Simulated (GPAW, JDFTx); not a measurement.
This is a calculation of SrO for JDFTx 1.7.0 (patched build). 

Contents of SrO.in:

```
lattice \
    3.6292962700     1.8146481350     1.8146481350 \
    0.0000000000     3.1430627677     1.0476875892 \
    0.0000000000     0.0000000000     2.9633079956
latt-scale 1.889726124626 1.889726124626 1.889726124626
coords-type Lattice
ion Sr     0.5000000000     0.5000000000     0.5000000000 1
ion O      0.0000000000     0.0000000000     0.0000000000 1

ion-species pseudo/Sr.upf
ion-species pseudo/O.upf
elec-cutoff 42 336
elec-ex-corr gga-PBEsol
kpoint-folding 9 9 9
elec-smearing Gauss 0.0018374661
elec-n-bands 14
electronic-SCF nIterations 100 energyDiffThreshold 1e-09
electronic-minimize nIterations 30 energyDiffThreshold 1e-7
converge-empty-states yes
forces-output-coords Cartesian

dump-name run.$VAR
dump End Ecomponents EigStats BandEigs Kpoints Forces Stress ElecDensity Dtot KEdensity
```

Potentials or basis: PseudoDojo-SR-PBEsol-0.4.1-standard with smoothed tails.

Launch:

```console
$ jdftx -c 1 -i SrO.in -o SrO.out
```

Problem. What does the same run look like in GPAW 26.7.0 (ASE script)? Potentials or basis there: PAW data sets generated for this functional, cutoff 800 eV.

Solution. As run (cutoffs and basis follow the program's own potentials, and thresholds, step limits or extra output files can differ):

Contents of run.py:

```python
from ase.dft.bandgap import bandgap
from ase.io import read, write
from ase.units import Bohr, GPa
from gpaw import GPAW, PW, setup_paths
from gpaw.elf import elf_from_dft_calculation

setup_paths.insert(0, '.')

atoms = read('POSCAR')

calc = GPAW(mode=PW(800),
            xc='PBEsol',
            kpts={'size': (9, 9, 9), 'gamma': True},
            occupations={'name': 'methfessel-paxton', 'order': 0, 'width': 0.1},
            nbands=16,
            convergence={'density': 1e-05, 'energy': 1e-05},
            maxiter=150,
            txt='gpaw.txt')
atoms.calc = calc
energy = atoms.get_potential_energy()
forces = atoms.get_forces()
stress = atoms.get_stress()
calc.write('gs.gpw')
write('result.traj', atoms)
print(f'Energy: {energy:.6f} eV')
print('Forces (eV/A):')
print(forces.round(4))
print('Stress (GPa):', (stress / GPa).round(3))
print('Fermi level:', round(calc.get_fermi_level(), 4), 'eV')
print(f'Gap: {bandgap(calc)[0]:.4f} eV, direct: {bandgap(calc, direct=True)[0]:.4f} eV')

# fields on the real-space grid
write('density.cube', atoms, data=calc.get_pseudo_density() * Bohr**3)
write('potential.cube', atoms, data=calc.get_electrostatic_potential())
write('elf.cube', atoms, data=elf_from_dft_calculation(calc).data)
```

Contents of POSCAR:

```
SrO
1.0
    3.6292962700      0.0000000000      0.0000000000
    1.8146481350      3.1430627677      0.0000000000
    1.8146481350      1.0476875892      2.9633079956
Sr O
1 1
Direct
    0.5000000000      0.5000000000      0.5000000000
    0.0000000000      0.0000000000      0.0000000000
```

Potentials or basis: PAW data sets generated in the run's folder for this functional, pw.

Command:

```console
$ gpaw-setup -f PBEsol O Sr
$ OMP_NUM_THREADS=1 python run.py
```

Both were run:

|  | JDFTx | GPAW |
| --- | --- | --- |
| Pressure | -0.8 GPa | 0.0 GPa |

Pressure is positive in compression.
